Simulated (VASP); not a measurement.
# A VASP 6.6.1 single-point calculation on SnTe

INCAR

```
GGA = PE
EDIFF = 1E-7
SIGMA = 0.02
IBRION = -1
NELM = 120
LCHARG = .FALSE.
LWAVE = .FALSE.
NSW = 0
ISIF = 2
ISMEAR = -1
ENCUT = 520
PREC = Single
LASPH = .TRUE.
NBANDS = 17
LREAL = .FALSE.
```

KPOINTS

```
KPOINTS created by Atomic Simulation Environment
0
Gamma
8 8 8
0 0 0
```

POSCAR

```
Sn Te
 1.0000000000000000
     0.0000000000000000    3.0209336986999999    3.0209336986999999
     3.0209336986999999    0.0000000000000000    3.0209336986999999
     3.0209336986999999    3.0209336986999999    0.0000000000000000
 Sn  Te
   1   1
Cartesian
  0.0000000000000000  0.0000000000000000  0.0000000000000000
  3.0209336987000008  3.0209336987000008  3.0209336987000008
```

The recommended PBE PAW datasets give the neutral cell 20 valence electrons.

Command

```
mpirun -np 1 vasp_std
```

Problem. How does this run end, and what does it give?

Solution. It converged. Results: gap between bands v and c on the k mesh 0.21 eV; least direct gap on the k mesh 0.22 eV; pressure 10.7 GPa. Band v is the last that the valence electrons fill when counted band by band, and c is the next.

OSZICAR

```
N       E                     dE             d eps       ncg     rms          rms(c)
DAV:   1     0.129582089357E+03    0.12958E+03   -0.96263E+03   995   0.144E+03
DAV:   2     0.462975458623E+01   -0.12495E+03   -0.12114E+03  1042   0.348E+02
DAV:   3    -0.696995788353E+01   -0.11600E+02   -0.11507E+02  1301   0.908E+01
DAV:   4    -0.727503575199E+01   -0.30508E+00   -0.30489E+00  1149   0.152E+01
DAV:   5    -0.728723190724E+01   -0.12196E-01   -0.12196E-01  1438   0.301E+00    0.658E+00
DAV:   6    -0.725995390138E+01    0.27278E-01   -0.56072E-02  1383   0.179E+00    0.407E+00
DAV:   7    -0.726059141928E+01   -0.63752E-03   -0.37590E-02  1259   0.109E+00    0.407E-01
DAV:   8    -0.725982919192E+01    0.76223E-03   -0.63404E-03  1265   0.655E-01    0.201E-01
DAV:   9    -0.725995426442E+01   -0.12507E-03   -0.41512E-04  1271   0.202E-01    0.974E-02
DAV:  10    -0.725994759400E+01    0.66704E-05   -0.40139E-05  1337   0.749E-02    0.349E-02
DAV:  11    -0.725994895950E+01   -0.13655E-05   -0.82162E-06  1158   0.244E-02    0.160E-02
DAV:  12    -0.725994835704E+01    0.60246E-06   -0.10626E-06  1204   0.773E-03    0.225E-03
DAV:  13    -0.725994823262E+01    0.12442E-06   -0.22523E-07  1172   0.273E-03    0.525E-04
DAV:  14    -0.725994826650E+01   -0.33882E-07   -0.20759E-08   608   0.163E-03
   1 F= -.72599483E+01 E0= -.72599135E+01  d E =-.695867E-04
```

Standard output (part)

```
POSCAR found type information on POSCAR SnTe
 POSCAR found :  2 types and       2 ions
 LDA part: xc-table for (Slater+PW92), standard interpolation
 POSCAR, INCAR and KPOINTS ok, starting setup
 WAVECAR not read
 entering main loop
```

For comparison, a separate PBE run of the intended cell, on usual settings and not on those above, gives a gap of 0.21 eV on its mesh and a pressure of 10.7 GPa.
